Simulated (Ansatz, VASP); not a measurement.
**Two plane-wave programs on C**

```
C
1.0
     2.46572    0.00000    0.00000
    -1.23286    2.13538    0.00000
     0.00000    0.00000   28.00000
C
2
Direct
  0.33333 0.66667 0.50000
  0.66667 0.33333 0.50000
```

The cell was built by a generator and needn't be a form met in nature.

Alike in both runs: functional PBE; dispersion D3(BJ); k mesh 21 × 21 × 1; occupations gaussian, width 0.1 eV; no spin polarisation.

Ansatz relaxed the structure, and its values are those at the end. VASP's run is a single point on that final structure, the one shown.

|  | VASP | Ansatz |
| --- | --- | --- |
| version | VASP 6.6.1 | Ansatz 0.2.0 |
| potentials or method | VASP PAW PBE potentials, release 64 (C) | scalar-relativistic, plane waves, PAW |
| plane-wave cutoff (eV) | 520 | 420 |
| valence electrons in the cell | 8 | 8 |

VASP gave:

- gap on the k mesh at the Fermi level (eV): none
- work function, face that differs most (eV): 4.23

What did Ansatz give for the same quantities?

gap on the k mesh at the Fermi level (eV): none; work function, face that differs most (eV): 4.24.

A gap of «none» marks a metal or a gap that the smearing closes. With one functional, cell and mesh, what is left measures potentials, basis and numerics. Ansatz warned: «structure_snapped_to_symmetry».
